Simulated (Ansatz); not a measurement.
## SbPt under changes of volume

One of the cells (20.103 Å³/atom); the others are scaled copies at fixed shape and fractional positions:

```
Pt Sb
1.0
     4.12000    0.00000    0.00000
    -2.06000    3.56802    0.00000
     0.00000    0.00000    5.47000
Pt Sb
2 2
Cartesian
  0.0000 0.0000 2.7350
  0.0000 0.0000 0.0000
  2.0600 1.1893 4.1025
  0.0000 2.3787 1.3675
```

- Program: Ansatz 0.2.0
- Functional: PBEsol
- Potentials or basis: all-electron LAPW, scalar-relativistic
- Cutoff: 279 eV (chosen from the basis error)
- Basis error allowed: 0.001 eV/atom
- k mesh: 8 × 8 × 5
- Occupations: fermi-dirac, width 0.05 eV
- Spin: no spin polarisation

| volume (Å³/atom) | energy over the lowest point (meV/atom) | pressure (GPa) |
| --- | --- | --- |
| 18.896 | 71.46 | 14.9 |
| 19.299 | 39.84 | 10.6 |
| 19.701 | 18.24 | 6.9 |
| 20.103 | 5.32 | 3.6 |
| 20.505 | 0.00 | 0.7 |
| 20.907 | 1.44 | -1.9 |
| 21.309 | ? | ? |

What does the run at 21.309 Å³/atom give?

Energy over the lowest point 9.03 meV/atom; pressure -4.3 GPa.

Worked out: A Birch-Murnaghan fit of order 3 (a polynomial in V^(-2/3)) to the other rows has its minimum at 20.61 Å³/atom with B0 = V·E''(V) = 132 GPa and B' = 5.7 at fixed shape and positions, which overstates the stiffness. It gives 8.74 meV/atom at 21.309 Å³/atom, against the run's 9.03, and -dE/dV = -4.0 GPa, against -4.3.

Energies are extrapolated to zero smearing.
